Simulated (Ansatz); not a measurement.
Here is the system:

LaAlO3 (cubic perovskite)

```yaml
crystal:
  lattice:
    - [3.77165, 0.00000, 0.00000]
    - [0.00000, 3.77165, 0.00000]
    - [0.00000, 0.00000, 3.77165]
  atoms:
    - { symbol: La, position: [0.50000, 0.50000, 0.50000] }
    - { symbol: Al, position: [0.00000, 0.00000, 0.00000] }
    - { symbol: O, position: [0.00000, 0.50000, 0.00000] }
    - { symbol: O, position: [0.50000, 0.00000, 0.00000] }
    - { symbol: O, position: [0.00000, 0.00000, 0.50000] }
```

Scan: atom 3 (O, nearest neighbour Al at 1.886 Å; its periodic images, 3.8 Å or more away, move with it) is displaced along Cartesian z, direction (0.000, 0.000, 1.000) in Cartesian axes, by s. The other atoms stay.

Method: PBEsol (plane waves to 420 eV, PAW, scalar-relativistic; Ansatz, a first-principles code). k mesh 7×7×7 (Γ-centred), Fermi-Dirac smearing 0.05 eV. The energy includes the smearing's −TS. LaAlO3 is run without spin polarisation. LaAlO3 was relaxed with its symmetry unable to fall. This is a high-temperature form of LaAlO3. ΔE is measured from the undisplaced structure.

The scan covers s from -0.380 to 0.380 Å in 11 points.

Task: Is this a single well or a double well?

Result: A single well with its minimum at or next to zero displacement.

Task: Is the energy the same for equal positive and negative displacements?

Result: Even: the same for both signs. With its periodic images moving along, the atom's site symmetry in this cell is 4/mmm.

Task: What force acts on the atom along the line at s = -0.380 Å?

Result: 2.41 eV/Å.

Task: What is the force constant k = d²E/ds² of this move at s = 0?

Result: 5.44 eV/Å².

(A displaced cell: forces are minus the slopes of the energy, force constants its curvatures, and phonons follow from these.)
